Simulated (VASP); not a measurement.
**C: equation of state with PBE+D3(BJ)**

**What was measured.**

From “Equation of state of cubic boron nitride at high pressures and temperatures”, 2007, arxiv:cond-mat/0702656, for a bulk crystal of C: bulk modulus 442 ± 5 GPa.

C:

```xyz
2
Lattice="0.0000 1.7784 1.7784 1.7784 0.0000 1.7784 1.7784 1.7784 0.0000" Properties=species:S:1:pos:R:3 pbc="T T T"
C     2.6677    2.6677    2.6677
C     1.7784    1.7784    1.7784
```

This isn't the form of C at room conditions, which is graphite.

```json
{
  "Program": "VASP 6.6.1",
  "Task": "equation of state",
  "Functional": "PBE",
  "Dispersion": "D3(BJ)",
  "Potentials or basis": "VASP PAW PBE potentials, release 64 (C)",
  "Cutoff": "520 eV",
  "k mesh": "12 × 12 × 12",
  "Occupations": "gaussian, width 0.02 eV",
  "Spin": "no spin polarisation"
}
```

| Item | Value |
| --- | --- |
| Equilibrium volume | 5.64 Å³/atom |
| Bulk modulus | 443 GPa |
| Pressure derivative of the bulk modulus | 3.6 (rough: it moves with the points fitted) |

Energy against volume, from the lowest point:
```csv
volume (Å³/atom),energy (meV/atom)
5.400,14.68
5.512,3.90
5.625,0.00
5.737,2.36
5.850,10.45
```

All runs of the series together: 22 s on 1 thread of AMD EPYC 9R45 96-Core Processor (Zen 5), on a shared host.

A measured bulk modulus of C is 442 GPa (quoted in “Equation of state of cubic boron nitride at high pressures and temperatures”, 2007, arxiv:cond-mat/0702656); the calculated 443 GPa misses it by +0.2 %. 3 values of this kind are on record (442 to 444.8 GPa); this one was drawn at random among those near their median, those with a stated uncertainty first. The fit is for a static lattice scaled at fixed shape and fixed fractional positions. The cell as given is a measured one (5.62 Å³/atom); PBE+D3(BJ) puts the equilibrium volume +0.2 % from it, thermal expansion not counted.
